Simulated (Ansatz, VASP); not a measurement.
Mo in VASP and in Ansatz

```
CELL_PARAMETERS angstrom
-1.59266 1.59266 1.59266
1.59266 -1.59266 1.59266
1.59266 1.59266 -1.59266
ATOMIC_POSITIONS crystal
Mo 0.00000 0.00000 0.00000
```

Alike in both runs: task single point; functional r2SCAN; k mesh 15 × 15 × 15; no spin polarisation.

|  | VASP | Ansatz |
| --- | --- | --- |
| version | VASP 6.6.1 | Ansatz 0.2.0 |
| potentials or method | VASP PAW PBE potentials, release 64 (Mo_sv) | PAW plane waves |
| plane-wave cutoff (eV) | 520 | 500 |
| occupations | fermi-dirac, width 0.1 eV | fermi-dirac |
| valence electrons in the cell | 14 | 14 |

|  | VASP | Ansatz | Ansatz less VASP |
| --- | --- | --- | --- |
| pressure (GPa) | -7.3 | -8.3 | -0.98 |

Caveats: the PAW data sets were made with another functional, which shifts forces and pressure a little (VASP).
